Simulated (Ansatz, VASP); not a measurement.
## Two plane-wave programs on Si2Ni

```
Si Ni
1.0
     0.00000   -2.69570   -2.69570
     0.00000    2.69570   -2.69570
     5.39141    0.00000    0.00000
Si Ni
4 2
Direct
  0.00000 0.50000 0.75000
  0.50000 0.00000 0.25000
  0.00000 0.50000 0.25000
  0.50000 0.00000 0.75000
  0.50000 0.50000 0.50000
  0.00000 0.00000 0.00000
```

Alike in both runs: task single point; functional PBEsol; k mesh 10 × 10 × 6; occupations gaussian, width 0.15 eV; no spin polarisation.

|  | VASP | Ansatz |
| --- | --- | --- |
| version | VASP 6.6.1 | Ansatz 0.2.0 |
| potentials or method | VASP PAW PBE potentials, release 64 (Si, Ni) | scalar-relativistic, plane waves, PAW |
| plane-wave cutoff (eV) | 520 | 420 |
| valence electrons in the cell | 36 | 52 |

Ansatz gave:

- gap on the k mesh at the Fermi level (eV): none
- pressure (GPa): 0.1

Question: What did VASP give for the same quantities?

Answer: gap on the k mesh at the Fermi level (eV): none; pressure (GPa): 0.2.

A gap of «none» marks a metal or a gap that the smearing closes. The two sets of potentials don't hold the same shells in valence.

Caveats: the PAW data sets were made with another functional, which shifts forces and pressure a little (VASP); the real-space grid breaks the cell's symmetry a little (VASP). Spin polarisation is off, so any magnetic state and its effect on volume and gap are missing.
